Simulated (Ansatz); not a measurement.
Cost and result for the equilibrium volume of ZnS

```cif
data_structure
_symmetry_space_group_name_H-M 'P 1'
_symmetry_Int_Tables_number 1
_cell_length_a 3.8212
_cell_length_b 3.8212
_cell_length_c 3.8212
_cell_angle_alpha 60.000
_cell_angle_beta 60.000
_cell_angle_gamma 60.000
_cell_volume 39.45
loop_
_atom_site_label
_atom_site_type_symbol
_atom_site_fract_x
_atom_site_fract_y
_atom_site_fract_z
_atom_site_occupancy
Zn1 Zn 0.75000 0.75000 0.75000 1
S1 S 0.00000 0.00000 0.00000 1
```

| rung | level | program and potentials | cutoff (eV) | k mesh | smearing | task | spin | core time | chip | equilibrium volume (Å³/atom) | miss | notes |
| --- | --- | --- | --- | --- | --- | --- | --- | --- | --- | --- | --- | --- |
| GGA | PBE | Ansatz, Ansatz PAW | 420 | 9 × 9 × 9 | fermi-dirac 0.05 | equation of state | off | 12 s | Arm Neoverse V2 | 20.16 | +1.9 % | - |
| GGA | BLYP | Ansatz, Ansatz PAW | 420 | 9 × 9 × 9 | fermi-dirac 0.05 | relaxation of cell and atoms | off | 14 s | Intel Xeon | 21.27 | +7.5 % | potentials made for PBE, which Ansatz adapts in part |
| GGA + dispersion | RPBE+D3(BJ) | Ansatz, Ansatz PAW | 420 | 9 × 9 × 9 | fermi-dirac 0.05 | relaxation of cell and atoms | off | 14 s | Intel Xeon | 18.13 | -8.3 % | potentials made for PBE, which Ansatz adapts in part |
| GGA + dispersion | PBEsol+D4 | Ansatz, Ansatz PAW | 420 | 9 × 9 × 9 | fermi-dirac 0.05 | relaxation of cell and atoms | off | 15 s | Intel Xeon | 18.87 | -4.6 % | potentials made for PBE, which Ansatz adapts in part |
| meta-GGA + dispersion | r2SCAN+D4 | Ansatz, Ansatz PAW | 500 | 9 × 9 × 9 | fermi-dirac 0.05 | relaxation of cell and atoms | off | 16 s | Arm Neoverse V2 | 19.34 | -2.2 % | potentials made for PBE, which Ansatz adapts in part |
| GGA + dispersion | PBEsol+D3(BJ) | Ansatz, Ansatz PAW | 420 | 9 × 9 × 9 | fermi-dirac 0.05 | relaxation of cell and atoms | off | 16 s | Intel Xeon | (a) | ? | potentials made for PBE, which Ansatz adapts in part |
| hybrid | HSEsol | Ansatz, Ansatz PAW | 420 | 5 × 5 × 5 | fermi-dirac 0.05 | relaxation of cell and atoms | off | 87 s | Intel Xeon | 19.31 | -2.4 % | coarse mesh; potentials made for PBE, which Ansatz adapts in part |
| hybrid | revPBE0 | Ansatz, Ansatz PAW | 420 | 5 × 5 × 5 | fermi-dirac 0.05 | equation of state | off | 2.4 min | Arm Neoverse V1 | 20.31 | +2.7 % | coarse mesh; potentials made for PBE, which Ansatz adapts in part |
| GGA | PBE | Ansatz, PseudoDojo PBEsol | 1143 | 9 × 9 × 9 | tetrahedron | equation of state | collinear, random start | 3.3 min | Arm Neoverse V1 | 20.16 | +1.9 % | potentials made for PBEsol |
| hybrid | r2SCAN50 | Ansatz, Ansatz PAW | 500 | 5 × 5 × 5 | fermi-dirac 0.05 | equation of state | off | 4.5 min | Arm Neoverse V1 | 19.65 | -0.7 % | coarse mesh; potentials made for PBE, which Ansatz adapts in part |
| hybrid | HSE06 | Ansatz, Ansatz PAW | 420 | 5 × 5 × 5 | fermi-dirac 0.05 | equation of state | off | 6.4 min | Intel Xeon Skylake/Cascade Lake | 19.98 | +1.0 % | coarse mesh; potentials made for PBE, which Ansatz adapts in part |
| hybrid | r2SCAN0 | Ansatz, Ansatz PAW | 500 | 5 × 5 × 5 | fermi-dirac 0.05 | equation of state | off | 8.6 min | Intel Xeon Skylake/Cascade Lake | 19.62 | -0.8 % | coarse mesh; potentials made for PBE, which Ansatz adapts in part |

Times are single runs on shared hosts and different chips, so they are rough; meshes, cutoffs and the tasks' sizes weigh on the time. Smearing widths are in eV. Meshes differ between rows, which moves values too. Meshes are those of the run's cell of 2 atoms unless a note names another. Relaxations start from the cell shown or near it and stop with a little pressure left. Misses use the values as printed. Runs on faulty files, with rough fits or with known faults for this quantity aren't shown. No row holds spin-orbit coupling.

Measured: 19.78 Å³/atom at 300 K (a printed reference work). The runs are for a static lattice.

Estimate the value left out from the other rows.

(a) 18.69 Å³/atom, miss -5.5 %.
